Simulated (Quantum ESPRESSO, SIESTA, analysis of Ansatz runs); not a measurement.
## Levels of V_Cl in KCl (Fm-3m), rung by rung (SIESTA)

We place the charge-transition levels of V_Cl in KCl (Fm-3m) with atom-centred orbitals, then repeat the energies at other levels of method to see what holds. Model: a cell of 64 host atoms with 1 Cl taken out.

Method: SIESTA numerical-orbital DFT, PBEsol, DZP basis, PseudoDojo 0.4.1 potentials converted to PSML; charged supercells in a uniform background, point-charge correction with alignment at far sites, in SIESTA 5.4.2.

### Step 1. The structure

The cell holds 63 atoms: 32 K and 31 Cl. Its edges and angles: a = 12.669 Å, b = 12.669 Å, c = 12.669 Å, α = 90.0°, β = 90.0°, γ = 90.0°. It derives from KCl (space group Fm-3m). Nearest the centre at fractional (0.250, 0.500, 0.500): K19 at 3.17 Å, K25 at 3.17 Å, K28 at 3.17 Å, K27 at 3.17 Å, K12 at 3.17 Å, K56 at 3.17 Å, Cl24 at 4.48 Å, Cl30 at 4.48 Å.

Structure file:

```xyz
63
Lattice="12.6686 0.0003 0.0003 0.0003 12.6686 0.0003 0.0003 0.0003 12.6686" Properties=species:S:1:pos:R:3 pbc="T T T"
K     0.0000    0.0000    0.0000
K     0.0001    3.1672    3.1672
K     3.1672    0.0001    3.1672
K     3.1672    3.1672    0.0001
Cl    0.0001    0.0001    3.1672
Cl    0.0001    3.1672    0.0001
Cl    3.1672    0.0001    0.0001
Cl    3.1673    3.1673    3.1673
K     0.0001    0.0001    6.3343
K     0.0003    3.1674    9.5016
K     3.1674    0.0003    9.5016
K     3.1674    3.1674    6.3345
Cl    0.0002    0.0002    9.5015
Cl    0.0002    3.1673    6.3344
Cl    3.1673    0.0002    6.3344
Cl    3.1674    3.1674    9.5016
K     0.0001    6.3343    0.0001
K     0.0003    9.5016    3.1674
K     3.1674    6.3345    3.1674
K     3.1674    9.5016    0.0003
Cl    0.0002    6.3344    3.1673
Cl    0.0002    9.5015    0.0002
Cl    3.1673    6.3344    0.0002
Cl    3.1674    9.5016    3.1674
K     0.0003    6.3345    6.3345
K     0.0004    9.5017    9.5017
K     3.1675    6.3346    9.5017
K     3.1675    9.5017    6.3346
Cl    0.0004    6.3345    9.5016
Cl    0.0004    9.5016    6.3345
Cl    3.1676    9.5018    9.5018
K     6.3343    0.0001    0.0001
K     6.3345    3.1674    3.1674
K     9.5016    0.0003    3.1674
K     9.5016    3.1674    0.0003
Cl    6.3344    0.0002    3.1673
Cl    6.3344    3.1673    0.0002
Cl    9.5015    0.0002    0.0002
Cl    9.5016    3.1674    3.1674
K     6.3345    0.0003    6.3345
K     6.3346    3.1675    9.5017
K     9.5017    0.0004    9.5017
K     9.5017    3.1675    6.3346
Cl    6.3345    0.0004    9.5016
Cl    6.3345    3.1674    6.3345
Cl    9.5016    0.0004    6.3345
Cl    9.5018    3.1676    9.5018
K     6.3345    6.3345    0.0003
K     6.3346    9.5017    3.1675
K     9.5017    6.3346    3.1675
K     9.5017    9.5017    0.0004
Cl    6.3345    6.3345    3.1674
Cl    6.3345    9.5016    0.0004
Cl    9.5016    6.3345    0.0004
Cl    9.5018    9.5018    3.1676
K     6.3346    6.3346    6.3346
K     6.3347    9.5018    9.5018
K     9.5018    6.3347    9.5018
K     9.5018    9.5018    6.3347
Cl    6.3347    6.3347    9.5018
Cl    6.3347    9.5018    6.3347
Cl    9.5018    6.3347    6.3347
Cl    9.5019    9.5019    9.5019
```

Known beforehand: the electronic dielectric constant, 2.39, and the static one, 5.29, from a response run on this crystal (DFPT, PBEsol, Quantum ESPRESSO) at that run's own cell.

The cell's shortest repeat is 12.7 Å.

The primitive cell was relaxed at this level beforehand, to 63.54 Å³.

The defect-free supercell was relaxed beforehand, from displaced atoms: they ended at most 0.02 Å from the sites they started about, so the symmetric structure holds.

### Step 2. Band edges

Levels are counted from the valence top, which comes from the unit cell, dense mesh; the energy of the host comes from the defect-free supercell at the defects' own k-points, so that the host's part of the sampling error cancels.

Contents of host.fdf:

```
SystemName                      KCl
SystemLabel                     host
NumberOfSpecies                 2
NumberOfAtoms                   2
%block ChemicalSpeciesLabel
  1   19 K
  2   17 Cl
%endblock ChemicalSpeciesLabel
LatticeConstant                 1.0 Ang
%block LatticeVectors
     0.000142000     3.167232000     3.167232000
     3.167232000     0.000142000     3.167232000
     3.167232000     3.167232000     0.000142000
%endblock LatticeVectors
AtomicCoordinatesFormat         Fractional
%block AtomicCoordinatesAndAtomicSpecies
     0.000000000     0.000000000     0.000000000  1
     0.500000000     0.500000000     0.500000000  2
%endblock AtomicCoordinatesAndAtomicSpecies
%block kgrid.MonkhorstPack
   10   0   0  0.00
    0  10   0  0.00
    0   0  10  0.00
%endblock kgrid.MonkhorstPack
XC.Functional                   GGA
XC.Authors                      PBEsol
PAO.BasisSize                   DZP
PAO.EnergyShift                 0.005 Ry
Mesh.Cutoff                     300 Ry
OccupationFunction              FD
ElectronicTemperature           0.01 eV
MaxSCFIterations                150
SCF.MustConverge                true
SCF.Mixer.Method                Pulay
SCF.Mixer.Weight                0.2
SCF.Mixer.History               10
SCF.DM.Tolerance                1.0e-4
SCF.H.Tolerance                 1.0e-3 eV
WriteForces                     true
Charge.Mulliken                 end
```

On the command line:

```sh
$ OMP_NUM_THREADS=1 siesta host.fdf > host.out
```

The program printed:

```text
Version         : 5.4.2

                           ***********************
                           *  WELCOME TO SIESTA  *
                           ***********************

[...]
reinit: Reading from file host.fdf

reinit: -----------------------------------------------------------------------
reinit: System Name: KCl
reinit: -----------------------------------------------------------------------
reinit: System Label: host
reinit: -----------------------------------------------------------------------

initatom: Reading input for the pseudopotentials and atomic orbitals ----------
Species number:   1 Atomic number:   19 Label: K
Species number:   2 Atomic number:   17 Label: Cl

[... pseudopotential checks and orbital generation ...]

prinput: Basis input

PAO.BasisType split

%block ChemicalSpeciesLabel
    1   19 K                       # Species index, atomic number, species label
    2   17 Cl                      # Species index, atomic number, species label
%endblock ChemicalSpeciesLabel

%block PAO.Basis                 # Define Basis set
# WARNING: This information might be incomplete!
[...]
(Free)E + p*V (eV/cell)    -1264.5556
Target enthalpy (eV/cell)    -1264.5752
[...]
siesta: Final energy (eV):
siesta:  Band Struct. =    -275.321406
siesta:       Kinetic =     430.941220
siesta:       Hartree =     271.303006
siesta:         Exch. =    -270.486553
siesta:         Corr. =     -23.460296
siesta:   Exch.-corr. =    -293.946849
siesta:  Ion-electron =    -980.959232
siesta:       Ion-ion =    -691.913308
siesta:         Total =   -1264.575163
siesta:         Fermi =      -5.240503
[...]
siesta: Stress tensor (static) (eV/Ang**3):
siesta:    -0.000307   -0.000007   -0.000007
siesta:    -0.000007   -0.000307   -0.000007
siesta:    -0.000007   -0.000007   -0.000307
[...]
siesta: Cell volume =         63.539006 Ang**3
[...]
siesta: Pressure (static):
siesta:                Solid            Molecule  Units
siesta:           0.00000334          0.00000334  Ry/Bohr**3
siesta:           0.00030711          0.00030711  eV/Ang**3
siesta:           0.49204066          0.49204066  kBar
[...]
mulliken: Qtot =       16.000

Mulliken Atomic Populations:
Atom #   charge [q] valence [e]  Species
     1     0.405177    8.594823  K
     2    -0.405177    7.405177  Cl
 Total    -0.000000

Job completed
```

Wall time 9.8 s (1 MPI rank of Arm Neoverse V2, shared host); peak memory 0.2 GiB.

The gap at this level is 4.89 eV.

Test of the sampling: at one point at (¼, ¼, ¼) the host's energy lies under 1 meV an atom above its value on the primitive cell's dense mesh, close enough for the relaxations.

(Part 1 of 5 ends here.)

[Logs are printed without paths, hosts, clocks, repeated set-up lines and the standing remarks that a program may print on its own settings, such as how far it seeks lower states.]

[Hosts, paths, dates, database ids (printed as entryN), source tags and the programs' standing remarks are cut or masked in the printed files.]

[For some hosts the program warned that the k-mesh of the response run may be too coarse for force constants and the static dielectric constant; such warnings are not shown here.]

[Charge tables in the logs are Mulliken or Hirshfeld populations, whose sizes and signs can differ; where basis functions stand at a vacancy, SIESTA counts their charge against the missing atom's valence.]

[In relaxation paths of CP2K, step 0 can be the structure after the first move, since the trajectory file begins there, and the last row can be the final structure solved once more.]
